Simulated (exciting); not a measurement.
# AlRu (Pm-3m) in exciting: further runs, part 2 of 2

exciting (release sodium). Earlier steps stand in the parts before.

## (4) Single point, PBE, spin-orbit coupling, no magnetisation

input.xml

```xml
<input>
  <title>AlRu</title>
  <structure speciespath="./" tshift="false">
    <crystal scale="1">
      <basevect>5.653304674430 0.000000000000 0.000000000000</basevect>
      <basevect>0.000000000000 5.653304674430 0.000000000000</basevect>
      <basevect>0.000000000000 0.000000000000 5.653304674430</basevect>
    </crystal>
    <species speciesfile="Ru.xml" rmt="2.3">
      <atom coord="0.500000000000 0.500000000000 0.500000000000"/>
    </species>
    <species speciesfile="Al.xml" rmt="2">
      <atom coord="0.000000000000 0.000000000000 0.000000000000"/>
    </species>
  </structure>
  <groundstate do="fromscratch" ngridk="7 7 7" rgkmax="7.8" gmaxvr="14" lmaxapw="10" lmaxmat="10" lmaxvr="8" xctype="GGA_PBE" stype="Methfessel-Paxton 1" swidth="0.00734986" nempty="24" ValenceRelativity="iora*" epsengy="1e-05" epspot="1e-05" maxscl="60" outputlevel="normal" useDensityMatrix="false">
    <spin spinorb="true" svlo="true"/>
  </groundstate>
</input>
```

Potentials or basis: all-electron LAPW+lo, shipped species files, valence relativity iora*.

On the command line:

```
> OMP_NUM_THREADS=1 exciting_smp
```

INFO.OUT:

```text
================================================================================
EXCITING SODIUM started
[... 10 lines left out ...]

 Lattice vectors (cartesian) :
      5.6533046744      0.0000000000      0.0000000000
      0.0000000000      5.6533046744      0.0000000000
      0.0000000000      0.0000000000      5.6533046744

 Reciprocal lattice vectors (cartesian) :
      1.1114181296      0.0000000000      0.0000000000
      0.0000000000      1.1114181296      0.0000000000
      0.0000000000      0.0000000000      1.1114181296

 Unit cell volume                           :     180.6787905534
 Brillouin zone volume                      :       1.3728795321

 Species :    1 (Ru)
     parameters loaded from                 :    Ru.xml
     name                                   :    ruthenium
     nuclear charge                         :     -44.00000000
     electronic charge                      :      44.00000000
     atomic mass                            :  184239.33920000
     muffin-tin radius                      :       2.30000000
     # of radial points in muffin-tin       :     400

     atomic positions (lattice) :
       1 :   0.50000000  0.50000000  0.50000000

 Species :    2 (Al)
     parameters loaded from                 :    Al.xml
     name                                   :    aluminium
     nuclear charge                         :     -13.00000000
     electronic charge                      :      13.00000000
     atomic mass                            :   49184.33493000
     muffin-tin radius                      :       2.00000000
     # of radial points in muffin-tin       :     300

     atomic positions (lattice) :
       1 :   0.00000000  0.00000000  0.00000000

 Total number of atoms per unit cell        :       2

 Spin treatment                             :    spin-polarised
 Spin-orbit coupling is included
 Global magnetic field (cartesian) :        0.00000000   0.00000000   0.00000000
 non-collinear magnetisation

 Number of Bravais lattice symmetries       :      48
 Number of crystal symmetries               :      48

 k-point grid                               :       7    7    7
 Total number of k-points                   :      20
 k-point set is reduced with crystal symmetries

 R^MT_min * |G+k|_max (rgkmax)              :       7.80000000
 Species with R^MT_min                      :       2 (Al)
 Maximum |G+k| for APW functions            :       3.90000000
 Maximum |G| for potential and density      :      14.00000000

 G-vector grid sizes                        :      27    27    27
 Total number of G-vectors                  :    8385

 Maximum angular momentum used for
     APW functions                          :      10
     computing H and O matrix elements      :      10
     potential and density                  :       8
     inner part of muffin-tin               :       2

 Total nuclear charge                       :     -57.00000000
 Total electronic charge                    :      57.00000000
 Total core charge                          :      32.00000000
 Total valence charge                       :      25.00000000

 Number of empty states                     :      24
 Total number of valence states             :     114

 Maximum Hamiltonian size                   :     209
 Maximum number of plane-waves              :     189
 Total number of local-orbitals             :      20

 Exchange-correlation type                  :      20
     Perdew-Burke-Ernzerhof, Phys. Rev. Lett. 77, 3865 (1996)
     Generalised gradient approximation (GGA)

 Smearing scheme                            :    Methfessel-Paxton order 1, Phys. Rev. B 40, 3616 (1989)
 Smearing width                             :       0.00734986

 Using multisecant Broyden potential mixing
[... 16 lines left out ...]
+ SCF iteration number :    1                                                  +
++++++++++++++++++++++++++++++++++++++++++++++++++++++++++++++++++++++++++++++++
 Total energy                               :     -4761.63603021
 _______________________________________________________________
 Fermi energy                               :         0.43074747
 Kinetic energy                             :      4966.74068039
 Coulomb energy                             :     -9576.14899035
 Exchange energy                            :      -149.36512650
 Correlation energy                         :        -2.86259376
 No external B-field energy in total energy
[... 528 lines left out ...]
 Moments :
     interstitial                 :    -0.00000000     0.00000000    -0.00000000
     moment in muffin-tin spheres :
         atom     1    Ru         :     0.00000000     0.00000000    -0.00000000
         atom     2    Al         :     0.00000000     0.00000000    -0.00000000
     total moment in muffin-tins  :     0.00000000     0.00000000    -0.00000000
     total moment                 :    -0.00000000     0.00000000    -0.00000000

 RMS change in effective potential (target) :  0.553818E-08  ( 0.100000E-04)
 Absolute change in total energy   (target) :  0.706271E-06  ( 0.100000E-04)
 Charge distance                   (target) :  0.923402E-09  ( 0.100000E-04)

++++++++++++++++++++++++++++++++++++++++++++++++++++++++++++++++++++++++++++++++
| Convergency criteria checked for the last 2 iterations                       +
| Convergence targets achieved. Performing final SCF iteration                 +
++++++++++++++++++++++++++++++++++++++++++++++++++++++++++++++++++++++++++++++++
 Total energy                               :     -4774.73440922
 _______________________________________________________________
 Fermi energy                               :         0.39625184
 Kinetic energy                             :      4958.27055035
 Coulomb energy                             :     -9580.41709623
 Exchange energy                            :      -149.72582037
 Correlation energy                         :        -2.86204297
 No external B-field energy in total energy

 DOS at Fermi energy (states/Ha/cell)       :        54.32063855
[... 12 lines left out ...]
 Moments :
     interstitial                 :    -0.00000000    -0.00000000     0.00000000
     moment in muffin-tin spheres :
         atom     1    Ru         :     0.00000000     0.00000000     0.00000000
         atom     2    Al         :     0.00000000     0.00000000    -0.00000000
     total moment in muffin-tins  :     0.00000000     0.00000000    -0.00000000
     total moment                 :    -0.00000000    -0.00000000     0.00000000

++++++++++++++++++++++++++++++++++++++++++++++++++++++++++++++++++++++++++++++++
[... 12 lines left out ...]
| EXCITING SODIUM stopped                                                      =
================================================================================
```

It took 3.7 min on 1 thread of Arm Neoverse N1, shared host; peak memory 0.14 GiB.

What came out:

```yaml
Band_gap_on_the_k_mesh: none (metal or under the smearing width)
All_electrons_inside_the_program's_atomic_spheres: Ru 42.15; Al 10.98 (radii Ru 2.3, Al 2.0 bohr)
Density_of_states_at_the_Fermi_level: 2.00 states/eV per cell
```

Levels at points of the mesh, in eV from the Fermi level:
```csv
k point,band 22,band 23,band 24,band 25,band 26,band 27,band 28,band 29,band 30,band 31
"(0.00, 0.00, 0.00)",0.09,0.09,0.09,0.30,0.30,5.88,5.88,6.15,6.15,6.15
```

Caveat: total energies with spin-orbit coupling aren't reliable in this program, so none is listed and the log's shouldn't be used.

## (5) Overview

```csv
level,spin,k mesh,smearing,nempty,second variation with local orbitals (svlo),gap on the mesh (eV)
PBE,off,9 × 9 × 9,gaussian 0.1 eV,14,-,none
LDA,off,9 × 9 × 9,gaussian 0.1 eV,14,-,none
PBE,"SOC, no magnetisation",7 × 7 × 7,methfessel-paxton 0.2 eV,24,yes,none
```

Alike in all rows: task single point; potentials or basis all-electron LAPW+lo, shipped species files, valence relativity iora*; cell as given; rgkmax 7.8.

Caveats: the free energy is that total less TS from the occupations (some runs).

Compare energies only between runs with the same functional and basis.
